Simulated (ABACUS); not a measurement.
Pb:

```
CELL_PARAMETERS angstrom
0.00000 3.43900 3.43900
3.43900 0.00000 3.43900
3.43900 3.43900 0.00000
ATOMIC_POSITIONS crystal
Pb 0.25000 0.25000 0.25000
Pb 0.00000 0.00000 0.00000
```

This isn't the form of Pb at room conditions, which is fcc.

| Property | Result |
| --- | --- |
| Program | ABACUS 3.10.1 |
| Task | single point |
| Functional | PBE |
| Potentials or basis | PseudoDojo NC SR 0.4.1 PBE standard |
| Cutoff | 857 eV |
| Density cutoff | 3429 eV |
| Basis | plane waves |
| k mesh | 7 × 7 × 7 |
| Occupations | fermi-dirac, width 0.05 eV |
| Spin | no spin polarisation |

On this cell: pressure 2.4 GPa; largest force zero by symmetry; band gap on the k mesh none (metal or under the smearing width).

The same run follows on a disturbed copy (atoms moved at random, drawn with an rms of 0.05 Å):

```
CELL_PARAMETERS angstrom
0.00000 3.43900 3.43900
3.43900 0.00000 3.43900
3.43900 3.43900 0.00000
ATOMIC_POSITIONS crystal
Pb 0.24233 0.24870 0.24871
Pb 0.00968 0.98262 0.01781
```

What changes?

The energy (extrapolated to zero smearing) moves by +19.1 meV/atom; pressure 2.6 GPa; largest force 0.659 eV/Å; band gap on the k mesh none (metal or under the smearing width).

Forces in eV/Å, atoms in the order of the input:
```
Pb   0.061  0.655  0.036
Pb  -0.061 -0.655 -0.036
```

Stress tensor (GPa, compression positive):
```
2.76 0.11 1.87
0.11 2.36 0.18
1.87 0.18 2.76
```
